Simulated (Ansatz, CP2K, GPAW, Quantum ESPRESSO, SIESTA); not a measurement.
**Code comparison for InCuS2 (I-42d, 8 atoms in the cell)**

Self-consistent single point, at a second geometry (lattice scaled by 0.98). First geometry:

```yaml
crystal:
  lattice:
    - [-2.74805, 2.74805, 5.53861]
    - [2.74805, -2.74805, 5.53861]
    - [2.74805, 2.74805, -5.53861]
  atoms:
    - { symbol: In, position: [0.50000, 0.50000, 0.00000] }
    - { symbol: In, position: [0.25000, 0.75000, 0.50000] }
    - { symbol: Cu, position: [0.75000, 0.25000, 0.50000] }
    - { symbol: Cu, position: [0.00000, 0.00000, 0.00000] }
    - { symbol: S, position: [0.87500, 0.90380, 0.52880] }
    - { symbol: S, position: [0.09620, 0.62500, 0.97120] }
    - { symbol: S, position: [0.37500, 0.34620, 0.47120] }
    - { symbol: S, position: [0.65380, 0.12500, 0.02880] }
```

Shared settings, as Ansatz (a first-principles code) writes them: kpoints.mp_grid.grid = 5 5 5; scf.occupations.method = gaussian; scf.occupations.width = 0.0147 Ry. Potentials and cutoffs stand in the table.

| code | model | ΔF from the first geometry (meV/atom) | pressure (GPa) | largest force (eV/Å) | cutoff |
|---|---|---|---|---|---|
| GPAW | PBE, GPAW PAW datasets PBE (gpaw-data 1.0.1) | 47.4 | 9.04 | 0.202 | 800 eV |
| SIESTA | GGA PBE, numerical atomic orbitals DZP, PseudoDojo PBE standard norm-conserving potentials (rewritten from UPF to PSML) | 46.0 | 9.12 | 0.346 | grid 400 Ry |
| Quantum ESPRESSO | PBE, PSlibrary PAW (PBE) pseudopotentials | 47.3 | 8.36 | 0.350 | 50 Ry |
| CP2K | PBE, GPW, DZVP-MOLOPT-SR-GTH basis, GTH-PBE potentials (GTH_POTENTIALS) | 50.7 | 9.66 | 0.323 | grid 600 Ry |
| Ansatz | PBE, PAW files | 45.7 | 8.90 | 0.316 | default |

For Quantum ESPRESSO (by 0.7 GPa) the energy change implies a higher mean pressure, against the two pressures, than for the other programs: a sign of finite-basis (Pulay) stress.

On Ansatz's run: spin polarisation is off.

The spread over the programs that give each value: ΔF from the first geometry within 5.0 meV/atom; pressure within 1.30 GPa; largest force within 0.148 eV/Å.

SIESTA and CP2K use small atom-centred bases, whose incompleteness enters pressures, forces and empty levels differently from a plane-wave cutoff. Ansatz's pressure is given at a fixed set of plane waves, as the other plane-wave codes print theirs; with its correction for the finite basis it is 8.95 GPa. In the force vectors, GPAW (by 0.114) lies more than 0.08 eV/Å from the median of the plane-wave programs.

The starting cell comes from a database of computed structures (which also holds hypothetical and non-ambient phases and stackings), without a prior relaxation at this level. Its lattice was rescaled by a random factor within 2.5 % of one. For this run, on top of that: lattice scaled by 0.98.

Keys are those of Ansatz 0.2.
